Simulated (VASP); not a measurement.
Si: single point with PBEsol

Si:

```xyz
2
Lattice="0.0000 2.7176 2.7176 2.7176 0.0000 2.7176 2.7176 2.7176 0.0000" Properties=species:S:1:pos:R:3 pbc="T T T"
Si    2.7176    2.7176    2.7176
Si    4.0764    4.0764    4.0764
```

```json
{
  "Program": "VASP 6.6.1",
  "Task": "single point",
  "Functional": "PBEsol",
  "Potentials or basis": "VASP PAW PBE potentials, release 64 (Si)",
  "Cutoff": "520 eV",
  "k mesh": "14 × 14 × 14",
  "Occupations": "gaussian, width 0.02 eV",
  "Spin": "non-collinear spin, zero start, spin-orbit coupling",
  "Starting moments": "[[0.0, 0.0, 0.0], [0.0, 0.0, 0.0]] μB"
}
```

- Pressure: 0.0 GPa
- Net moment: 0.00 μB per cell
- Valence electrons inside the program's atomic spheres: Si 1.69

Moments on the atoms (μB; x, y, z):
```
Si  0.00 0.00 0.00
Si  0.00 0.00 0.00
```

Wall time 2.6 min on 1 thread of Intel(R) Xeon(R) Platinum 8488C (Sapphire Rapids), with other jobs on the host, peak memory 0.31 GiB.

Caveat: the PAW data sets were made with another functional, which shifts forces and pressure a little.
